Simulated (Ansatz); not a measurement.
# Na-23 fingerprints of the forms of NaCl

Level of theory: DFT, PBE, plane waves and PAW, scalar-relativistic, 420 eV cutoff (Ansatz 0.2.0). Q(Na-23) = 104.0 mb, I = 3/2. The cells come from the COD and the Materials Project (computed, not necessarily observed phases), with the atoms as given or relaxed (PBE, cell held). Spin–orbit coupling is left out.

Q: Rank the structures by their largest Na-23 |C_Q|, smallest first.
A.
NaCl
Space group Fm-3m (No. 225); a = 5.6200 Å.

| site | Wyckoff | site symmetry | x | y | z |
| --- | --- | --- | --- | --- | --- |
| Na | 4a | m-3m | 0.0000 | 0.0000 | 0.0000 |
| Cl | 4b | m-3m | 0.5000 | 0.5000 | 0.5000 |
B.
NaCl
Space group P-62m (No. 189); a = 6.7996, c = 7.0948 Å, γ = 120.00°.

| site | Wyckoff | site symmetry | x | y | z |
| --- | --- | --- | --- | --- | --- |
| Na1 | 3g | m2m | 0.0000 | 0.6692 | 0.5000 |
| Na4 | 3f | m2m | 0.0000 | 0.3366 | 0.0000 |
| Cl7 | 4h | 3.. | 0.6667 | 0.3333 | 0.2504 |
| Cl11 | 2e | 3.m | 0.0000 | 0.0000 | 0.7509 |

A: A (0 MHz), B (0.942 MHz).
